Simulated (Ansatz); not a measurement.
# Ge (P6_3mc) in Ansatz: further runs

The runs below take Ge through band structure, single point, equation of state, with LDA, r2SCAN.

All numbers are computed with Ansatz 0.2.0; they aren't measurements. Logs are shortened: lines on timing, memory, paths and dates and some standing lists are left out, and cuts for length are marked.

**1. The structure**

The structure is hexagonal, space group P6_3mc (No. 186). The conventional cell has a = 4.050 Å, b = 4.050 Å, c = 10.993 Å, α = 90.00°, β = 90.00°, γ = 120.00°. Ge (site symmetry 3m) is surrounded by 3 Ge at 2.44 Å. Ge (site symmetry 3m) is surrounded by 3 Ge at 2.44 Å.

This isn't the form of Ge at room conditions, which is diamond.

**2. Band structure, LDA**

input.yaml

```yaml
crystal:
  lattice:
    - [4.0504045371, 0.0, 0.0]
    - [-2.0252022685, 3.5077532247, 0.0]
    - [0.0, 0.0, 10.993359]
  atoms:
    - { symbol: Ge, position: [0.6666666667, 0.3333333333, 0.414848] }
    - { symbol: Ge, position: [0.3333333333, 0.6666666667, 0.914848] }
    - { symbol: Ge, position: [0.0, 0.0, 0.477452] }
    - { symbol: Ge, position: [0.0, 0.0, 0.977452] }
hamiltonian:
  xc: lda
  pseudopotentials: { kind: paw }
kpoints:
  mp_grid: { grid: [8, 8, 3] }
  band_path:
    path:
      - [[0.0, 0.0, 0.0], [0.5, 0.0, 0.0], [0.3333333333, 0.3333333333, 0.0], [0.0, 0.0, 0.0], [0.0, 0.0, 0.5], [0.5, 0.0, 0.5], [0.3333333333, 0.3333333333, 0.5], [0.0, 0.0, 0.5]]
      - [[0.5, 0.0, 0.5], [0.5, 0.0, 0.0]]
      - [[0.3333333333, 0.3333333333, 0.0], [0.3333333333, 0.3333333333, 0.5]]
    npoints: 14
scf:
  occupations: { method: fermi_dirac, width: 0.05 }
  n_extra_bands: 10
output:
  forces: true
  stress: true
  eigenvalues: true
  fatbands: true
```

Potentials or basis: Ansatz PAW.

Launch:

```console
ansatz run input.yaml --threads 2 --pin off --max-ram 5632MiB --backend cpu --events-out ev --progress --plain --runs-dir out
```

What it wrote:

```text
Warning: RAYON_NUM_THREADS=2 ignored (pool sized by the plan → 2); use --threads N
scf.n_extra_bands = 10 over 28 filled bands (N_el = 56.0): the run solves 38 bands
Engine: ansatz 0.2.0, x86_64-unknown-linux-gnu
Pseudopotentials: kind: paw
Pseudopotential: Ge, paw, valence charge 14, recommended cutoff 420 eV (normal), Ge.paw.azcp
Functional definition: SPW92
  exchange = slater_x
  correlation = pw_c
Crystal: 4 atoms, lattice volume = 156.192 Å³
Basis set: ecut = 420 eV, 3049 PW (Γ)
Bands: 38, of which v1, the nominal top of the filled ones, is band 28 counted from 1 (27 counted from 0)
Symmetry: 12 space group operations
Space group: P63mc (ITA 186), of the structure as read, at distance tolerance 5.4e-5 Å
k-points: 20 of 192 (time reversal used)
Non-local potential: Ge, projectors of the file, l = 0: 2, l = 1: 2, l = 2: 3, l = 3: 1
PAW form: soft (Blöchl's): semilocal exchange-correlation on the pseudo side does not see the compensation charge
PAW frozen core: Ge, regenerated for the run's functional, and the local potential with it (the file was generated under x = pbe(κ = 0.804, μ = 0.2195149727645171), c = pbe(β = 0.06672455060314922))
PAW one-centre angular grid: Ge, 590 points (default); XC on 64 Gauss nodes
Initial density: superposition of atomic densities (neutral atoms: chi_scale 0, normalization atom), corrected by the library's trained network
Initial wavefunctions: pseudopotential atomic-orbital guess
Functional: x = slater, c = lda
SCF iter   1: F=—  HF=-16860.391233 eV  |F-HF|=—  |Δ(HF+E_count)|=         —  Δρ=3.89e-3  dr2=1.33e-2  ethr=1.77e-3  ⟨swp⟩=6.2  Hψ=3047  notcnv=0  defer=9
preconditioner: auto → Resta (q_TF=auto, 2.300 Å⁻¹)  ε∞=1.9  [insulator: Δε(μ)=0.526 eV  Ē_g=23.100 eV  σ=0.050 eV  W_gap=0.99  n_scr=38 (ndim 8)  ℏωp=22.2 eV  f_vac=0.334  D(μ)=0.02/eV (n_scr^D=0)  ε∞_Penn≈1.9]
SCF iter   2: F=—  HF=-16860.387880 eV  |F-HF|=—  |Δ(HF+E_count)|=   3.35e-3  Δρ=2.00e-3  dr2=3.52e-3  ethr=2.37e-5  ⟨swp⟩=2.2  Hψ=1445  notcnv=0  defer=23
SCF iter   3: F=—  HF=-16860.388570 eV  |F-HF|=—  |Δ(HF+E_count)|=   6.90e-4  Δρ=2.64e-4  dr2=1.59e-4  ethr=6.29e-6  ⟨swp⟩=3.0  Hψ=1203  notcnv=0  defer=23
SCF iter   4: F=—  HF=-16860.388654 eV  |F-HF|=—  |Δ(HF+E_count)|=   8.39e-5  Δρ=1.10e-4  dr2=4.92e-5  ethr=2.83e-7  ⟨swp⟩=3.0  Hψ=1289  notcnv=0  defer=23
SCF iter   5: F=—  HF=-16860.388645 eV  |F-HF|=—  |Δ(HF+E_count)|=   8.87e-6  Δρ=3.91e-5  dr2=4.52e-6  ethr=8.78e-8  ⟨swp⟩=2.0  Hψ=1248  notcnv=0  defer=23
SCF iter   6: F=—  HF=-16860.388646 eV  |F-HF|=—  |Δ(HF+E_count)|=   1.22e-6  Δρ=1.18e-5  dr2=3.04e-7  ethr=8.07e-9  ⟨swp⟩=3.0  Hψ=1276  notcnv=0  defer=23
SCF iter   7: F=-16860.388646 eV  HF=-16860.388646 eV  |F-HF|=2.45e-8  |Δ(HF+E_count)|=   2.96e-7  Δρ=3.68e-6  dr2=2.18e-8  ethr=1.79e-10  ⟨swp⟩=8.8  Hψ=2971  notcnv=0
SCF 1 converged in 7 iterations: F = -16860.388646 eV  dr2 = 2.18e-8
NSCF: frozen V_eff on 129 k-points
SCF converged after 7 iterations
Free energy (F): -16860.388646 eV
Harris-Foulkes:  -16860.388646 eV  (|F-HF|=2.45e-8)
Internal energy: -16860.388394 eV  (E = F + TS)
E sigma→0 (E₀):  -16860.388520 eV
Entropy (-TS):   -0.000253 eV (-0.063 meV/atom)
Fermi energy:    2.600433 eV
--- Per-component energies (eV) ---
  E_band       = -911.352035
  E_kinetic    = 441.230036
  E_local      = -12989.228500  (includes V_loc(G=0)·N_el)
  E_nonlocal   = 1680.107129
  E_hartree    = 5733.919983
  E_xc         = -296.706327
  E_vxc        = -254.935404  (∫ρ·V_xc dr)
  E_paw        = -7758.851416  (= ΣΔE_a)
  E_vpaw       = -1256.375303  (= ΣTr[D̂ρ^β])
  E_aug_tail   = 0.001142  (compensation charges beyond the density's cutoff)
  E_ewald      = -3678.493745
  E_core_change = 7.633305  (= ΣΔE_core)
  E_smearing   = -0.000253  (= −TS)
  E_closure    = 0.000000  (closes the sum)
  Σ components = -16860.388646   (vs F -16860.388646, Δ=0.00e0)
--- Forces (eV/Å), atoms counted from 1 ---
  atom   1  Ge     0.00000000     0.00000000     0.27652783
  atom   2  Ge    -0.00000000    -0.00000000     0.27652783
  atom   3  Ge    -0.00000000    -0.00000000    -0.27649468
  atom   4  Ge    -0.00000000     0.00000000    -0.27649468
  max |Σ_I F_I| component: 6.63e-5 eV/Å
--- Stress (GPa, compression-positive) ---
       -3.275412       0.000000       0.000000
        0.000000      -3.275412      -0.000000
       -0.000000       0.000000      -1.022131
  P = ⅓ Tr σ = -2.5243 GPa (-25.243 kbar)
--- Band table (eV; the first three rows and the last of 20) ---
  k-point 0: bands = ["-21.9945", "-21.9945", "-21.9945", "-21.9945", "-21.9457", "-21.9457", "-21.9457", "-21.9457", "-21.9433", "-21.9433", "-21.8771", "-21.8771", "-21.7688", "-21.7688", "-21.7687", "-21.7687", "-21.7339", "-21.7339", "-21.7339", "-21.7339", "-8.6532", "-8.6221", "-1.1801", "-0.7278", "2.1647", "2.1647", "2.1757", "2.1757", "2.8549", "3.0702", "4.1546", "6.3606", "6.4444", "6.4444", "6.4756", "6.4756", "8.6372", "9.0502"]
  k-point 1: bands = ["-21.9945", "-21.9945", "-21.9945", "-21.9945", "-21.9457", "-21.9457", "-21.9457", "-21.9457", "-21.9433", "-21.9433", "-21.8771", "-21.8771", "-21.7688", "-21.7688", "-21.7688", "-21.7688", "-21.7339", "-21.7339", "-21.7339", "-21.7339", "-8.6455", "-8.6300", "-1.0775", "-0.8526", "2.1674", "2.1674", "2.1730", "2.1730", "2.8791", "2.9692", "4.6585", "5.6960", "6.4519", "6.4519", "6.4675", "6.4675", "8.8033", "8.9800"]
  k-point 2: bands = ["-22.0017", "-22.0017", "-21.9999", "-21.9999", "-21.9581", "-21.9580", "-21.9379", "-21.9379", "-21.9265", "-21.9265", "-21.8681", "-21.8681", "-21.7840", "-21.7840", "-21.7838", "-21.7838", "-21.7248", "-21.7248", "-21.7194", "-21.7194", "-8.4845", "-8.4537", "-1.3155", "-1.0314", "0.7153", "0.9867", "1.8385", "1.8573", "4.2373", "4.2830", "4.3396", "5.9630", "6.3727", "6.6204", "7.0479", "7.0837", "8.6597", "8.7885"]
  k-point 19: bands = ["-22.0347", "-22.0347", "-22.0009", "-22.0009", "-21.9972", "-21.9972", "-21.9067", "-21.9067", "-21.8631", "-21.8631", "-21.8402", "-21.8402", "-21.8358", "-21.8358", "-21.7932", "-21.7932", "-21.7688", "-21.7687", "-21.6509", "-21.6509", "-6.0743", "-6.0674", "-5.2141", "-5.2124", "-0.9098", "-0.9051", "2.1445", "2.2611", "2.9703", "2.9904", "6.9495", "7.0132", "7.3522", "7.3586", "8.7847", "9.1860", "9.6344", "9.7366"]
```

It took 41 s on 2 threads of Intel Xeon at 2.50GHz (Skylake/Cascade Lake), shared host; peak memory 0.62 GiB.

Results:

```yaml
Free_energy: -16860.3886 eV
Pressure: -2.5 GPa
Largest_force: 0.277 eV/Å
Band_gap_along_the_path: none (metal or under the smearing width)
```

Forces on the atoms (eV/Å):
```
Ge   0.000  0.000  0.277
Ge   0.000  0.000  0.277
Ge   0.000  0.000 -0.276
Ge   0.000  0.000 -0.276
```

Levels at the corners of the path, in eV from the Fermi level:
```csv
point,band 26,band 27,band 28,band 29,band 30,band 31
Γ,-0.44,-0.42,-0.42,0.25,0.47,1.55
M,-1.93,-1.26,-1.08,0.59,0.83,1.53
K,-3.67,-0.21,0.00,0.00,0.24,4.38
Γ,-0.44,-0.42,-0.42,0.25,0.47,1.55
A,-0.43,-0.43,-0.43,0.31,0.31,2.55
L,-1.94,-1.16,-1.16,0.66,0.66,1.58
H,-3.67,0.00,0.00,0.01,0.01,4.20
A,-0.43,-0.43,-0.43,0.31,0.31,2.55
L,-1.94,-1.16,-1.16,0.66,0.66,1.58
M,-1.93,-1.26,-1.08,0.59,0.83,1.53
K,-3.67,-0.21,0.00,0.00,0.24,4.38
H,-3.67,0.00,0.00,0.01,0.01,4.20
```

Caveat: the PAW data sets come from PBE, with cores solved anew for the run's functional, which leaves a small shift of forces and pressure.

**3. Single point, LDA, 36.71 Å³/atom (volume scaled by 0.94)**

input.yaml

```yaml
crystal:
  lattice:
    - [3.9677200192, 0.0, 0.0]
    - [-1.9838600096, 3.4361463317, 0.0]
    - [0.0, 0.0, 10.7689417645]
  atoms:
    - { symbol: Ge, position: [0.6666666667, 0.3333333333, 0.414848] }
    - { symbol: Ge, position: [0.3333333333, 0.6666666667, 0.914848] }
    - { symbol: Ge, position: [0.0, 0.0, 0.477452] }
    - { symbol: Ge, position: [0.0, 0.0, 0.977452] }
hamiltonian:
  xc: lda
  pseudopotentials: { kind: paw }
kpoints:
  mp_grid: { grid: [8, 8, 3] }
scf:
  occupations: { method: fermi_dirac, width: 0.05 }
output:
  forces: true
  stress: true
  eigenvalues: true
  write_density: true
  write_potential: true
  elf: true
  volumetric_format: npy
```

Potentials or basis: Ansatz PAW.

Launch:

```console
ansatz run input.yaml --threads 2 --pin off --max-ram 5632MiB --backend cpu --events-out ev --progress --plain --runs-dir out
```

Wall time 8.6 s (2 threads of Intel Xeon at 2.50GHz (Skylake/Cascade Lake), shared host); peak memory 0.4 GiB.

Results (log left out):

| Item | Value |
| --- | --- |
| Free energy | -16860.4898 eV |
| Pressure | -0.8 GPa |
| Largest force | 0.125 eV/Å |
| Band gap on the k mesh | 0.70 eV, indirect (least direct gap 0.71 eV) |

Caveat: odd divisions of the mesh miss points on the zone boundary, where band edges often lie, so the gap on the mesh can be too wide; the PAW data sets come from PBE, with cores solved anew for the run's functional, which leaves a small shift of forces and pressure.

**4. Single point, LDA, 37.49 Å³/atom (volume scaled by 0.96)**

input.yaml, as its differences from that of step 3:

```diff
@@ -2,5 +2,5 @@
   lattice:
-    - [3.9677200192, 0.0, 0.0]
-    - [-1.9838600096, 3.4361463317, 0.0]
-    - [0.0, 0.0, 10.7689417645]
+    - [3.9956626301, 0.0, 0.0]
+    - [-1.997831315, 3.4603453426, 0.0]
+    - [0.0, 0.0, 10.8447818813]
   atoms:
@@ -21,5 +21 @@
   eigenvalues: true
-  write_density: true
-  write_potential: true
-  elf: true
-  volumetric_format: npy
```

Launch:

```console
ansatz run input.yaml --threads 2 --pin off --max-ram 5632MiB --backend cpu --events-out ev --progress --plain --runs-dir out
```

Run time: 6.7 s. Hardware: 2 threads of Intel Xeon at 2.50GHz (Skylake/Cascade Lake), shared host; peak memory 0.39 GiB.

The run converged. Its results:

```
Free energy            : -16860.4673 eV
Pressure               : -1.5 GPa
Largest force          : 0.181 eV/Å
Band gap on the k mesh : 0.69 eV, indirect (least direct gap 0.70 eV)
```

Caveat: odd divisions of the mesh miss points on the zone boundary, where band edges often lie, so the gap on the mesh can be too wide; the PAW data sets come from PBE, with cores solved anew for the run's functional, which leaves a small shift of forces and pressure.

(Continued in part 2 of 2.)
